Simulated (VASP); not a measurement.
# CuO: equation of state with PBE

CuO:

```
Cu O
1.0
     0.18960   -2.17229   -2.04314
    -2.01972    0.10630   -1.95984
     2.38320    2.28584   -4.38944
Cu O
2 2
Direct
  0.45623 0.53069 0.48541
  0.97428 0.98587 0.02436
  0.80166 0.74472 0.73928
  0.26782 0.23873 0.25095
```

The cell comes from a database or a generator and needn't be the stable form of this composition.

```
Program             : VASP 6.6.1
Task                : equation of state
Functional          : PBE
Potentials or basis : VASP PAW PBE potentials, release 64 (Cu, O)
Cutoff              : 520 eV
k mesh              : 10 × 10 × 5
Occupations         : fermi-dirac, width 0.05 eV
Spin                : no spin polarisation
```

| Property | Result |
| --- | --- |
| Equilibrium volume | 9.84 Å³/atom |
| Bulk modulus at fixed shape and positions | 167 GPa |
| Pressure derivative of the bulk modulus | 4.8 |

Energy against volume, from the lowest point:
| volume (Å³/atom) | energy (meV/atom) |
| --- | --- |
| 9.427 | 9.69 |
| 9.628 | 2.44 |
| 9.828 | 0.00 |
| 10.029 | 1.87 |
| 10.229 | 7.54 |
| 10.430 | 16.61 |
| 10.631 | 28.69 |

All runs of the series together: 13 min on 1 thread of Intel(R) Xeon(R) 6975P-C (Granite Rapids), on a shared host.

Caveat: the cell was scaled at fixed shape and fractional positions, which overstates the stiffness of a crystal with free parameters, most of all of layers and chains; the run has no spin polarisation, though such a crystal can be magnetic.
